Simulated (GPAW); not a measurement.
Runs of GPAW 26.7.0 on HgTe (Coloradoite). Symmetry: F-43m, No. 216, cubic system. The conventional cell has a = 6.429 Å, b = 6.429 Å, c = 6.429 Å, α = 90.00°, β = 90.00°, γ = 90.00°. Hg (site symmetry -43m) has 4 Te at 2.78 Å as nearest neighbours. Te (site symmetry -43m) is surrounded by 4 Hg at 2.78 Å. 

```tsv
task	level	potentials or basis	cell	k mesh	cutoff (eV)	smearing	kernel	response ecut	maxiter	response k mesh	response bands	other keys	mesh quality	gap on the mesh (eV)	pressure (GPa)
eps q	r2SCAN	GPAW PAW data sets (gpaw-data 1.2.1), pw	as given	6 × 6 × 6	450	fermi-dirac 0.05 eV	RPA	80 eV	150	11 × 11 × 11	32	-	not flagged	none	-
optical spectrum	PBEsol	PAW data sets generated in the run's folder for this functional, pw	as given	6 × 6 × 6	450	fermi-dirac 0.05 eV	RPA	50 eV	150	18 × 18 × 18	28	-	not flagged	none	-
single point	PBEsol	PAW data sets generated in the run's folder for this functional, pw	as given	6 × 6 × 6	450	fermi-dirac 0.05 eV	-	-	80	-	-	-	not flagged	none	1.5
Fermi surface	C09-vdW	GPAW PAW data sets (gpaw-data 1.2.1), other valence, pw	as given	7 × 7 × 7	600	fermi-dirac 0.05 eV	-	-	150	-	-	-	not flagged	none	-
eps q	PBEsol	PAW data sets generated in the run's folder for this functional, pw	as given	6 × 6 × 6	450	fermi-dirac 0.05 eV	RPA	50 eV	50	4 × 4 × 4	32	several, not listed	coarse	none	-
single point	r2SCAN	GPAW PAW data sets (gpaw-data 1.2.1), pw	as given	6 × 6 × 6	450	fermi-dirac 0.01 eV	-	-	150	-	-	-	not flagged	none	(a)
gruneisen	PBEsol+D4	PAW data sets generated in the run's folder for this functional, pw	relaxed	7 × 7 × 7	510	fermi-dirac 0.05 eV	-	-	150	-	-	-	not flagged	none	0.0
energy-loss spectrum	PBEsol	PAW data sets generated in the run's folder for this functional, pw	as given	6 × 6 × 6	450	fermi-dirac 0.05 eV	ALDA	40 eV	150	18 × 18 × 18	44	-	not flagged	none	-
```

Alike in all rows: no spin polarisation.

Problem. Estimate the missing entries.

Solution. (a) 2.9.

Caveats: some runs use coarse meshes; the PAW data sets were made with another functional, which shifts forces and pressure a little (some runs); the cutoff is short for stress and forces, so pressures can be off by a GPa or more (some runs); response on these states lacks terms of the Hamiltonian (some runs); the intraband term hangs on this k mesh (some runs); the long-wavelength limit can be off by several per cent where d states take part (some runs); independent-particle spectra lack excitons (some runs); the density grid can change from cell to cell, which puts small steps into energies and stress (some runs).

A k mesh can miss the band edges, and the runs leave out spin-orbit coupling on Hg, Te.

A gap of «none» marks a metal or a gap under the smearing width.

The runs don't all hold the same shells in valence.

Runs at the PBE level aren't shown here.
